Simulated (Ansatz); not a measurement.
# What moves the pressure of Tc?

```
CELL_PARAMETERS angstrom
2.74000 0.00000 0.00000
-1.37000 2.37291 0.00000
0.00000 0.00000 4.39800
ATOMIC_POSITIONS crystal
Tc 0.33333 0.66667 0.25000
Tc 0.66667 0.33333 0.75000
```

Atom numbers follow the list: Tc1, Tc2.

The cell is COD entry 1541062, as deposited and not checked against the literature; nothing was relaxed.

Method: Ansatz 0.2.0, DFT, PBE, all-electron LAPW, scalar-relativistic.

Numerical set-up: a Γ-centred 17×17×9 k mesh, Fermi–Dirac smearing of 0.08 eV, basis error target 1 meV/atom, no spin polarisation.

In this reference run the pressure is 3.1 GPa (positive in compression). Each change below is made alone, on the same k mesh, with fractional coordinates held unless an atom is moved; x, y and z are the Cartesian axes.

Task: Order the changes by the shift of the pressure, most negative first.
A. z strained by +1.5 % at fixed volume
B. atom 2 (Tc) moved by (0.0000, 0.0000, 0.1200) Å
C. volume scaled by 1.02
D. volume scaled by 0.98

Result: C (-5.9 GPa), A (+0.1 GPa), B (+1.9 GPa), D (+6.6 GPa).
